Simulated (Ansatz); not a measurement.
Crystal: MnS.

```
Mn S
1.0
     1.83000    1.05655    2.97092
    -1.83000    1.05655    2.97092
     0.00000   -2.11310    2.97092
Mn S
1 1
Direct
  0.00000 0.00000 0.00000
  0.50000 0.50000 0.50000
```

The cell is a database's computed one.

Base run:

```yaml
Program: Ansatz 0.2.0
Functional: PBE
Potentials_or_basis: Ansatz PAW
Cutoff: "420 eV (not typed: the program's choice for these potentials)"
k_mesh: 8 × 8 × 8
Occupations: fermi-dirac, width 0.05 eV
Spin: collinear spin, ferromagnetic start
Starting_moments: "[6.0, 0.0] μB"
Fixed_moment: 6 μB
```

Its results: pressure 15.5 GPa; site moments Mn +4.55; S +0.64 μB.

Task: The run is repeated on the same cell with these changes: fixed moment from 6 μB to 1 μB; moments at the start from [6.0, 0.0] to [1.0, 0.0]. What comes out?

Result: Pressure -17.1 GPa; site moments Mn +1.01; S -0.02 μB.

Caveats: the total moment is fixed, so each spin has its own Fermi level; a cell with one magnetic atom can't hold antiferromagnetic order, which such compounds often take; the thresholds are loose for stress.
